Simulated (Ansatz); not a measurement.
CdO (Monteponite):

```
Cd O
1.0
     0.00000    2.34950    2.34950
     2.34950    0.00000    2.34950
     2.34950    2.34950    0.00000
Cd O
1 1
Direct
  0.00000 0.00000 0.00000
  0.50000 0.50000 0.50000
```

Program: Ansatz 0.2.0. Alike in all runs: potentials or basis Ansatz PAW; no spin polarisation; cell as given; k mesh 10 × 10 × 10; cutoff (eV) 420; smearing fermi-dirac 0.05 eV.

Problem. Order these runs on this cell by their pressure, lowest first.
A. level PBE; points for each segment of the path 14
B. level rPW86-PBE; points for each segment of the path 14
C. level LDA

Solution. C (-6.1 GPa), A (6.1 GPa), B (11.8 GPa).

Caveats: the PAW data sets come from PBE, with cores solved anew for the run's functional, which leaves a small shift of forces and pressure (some runs).
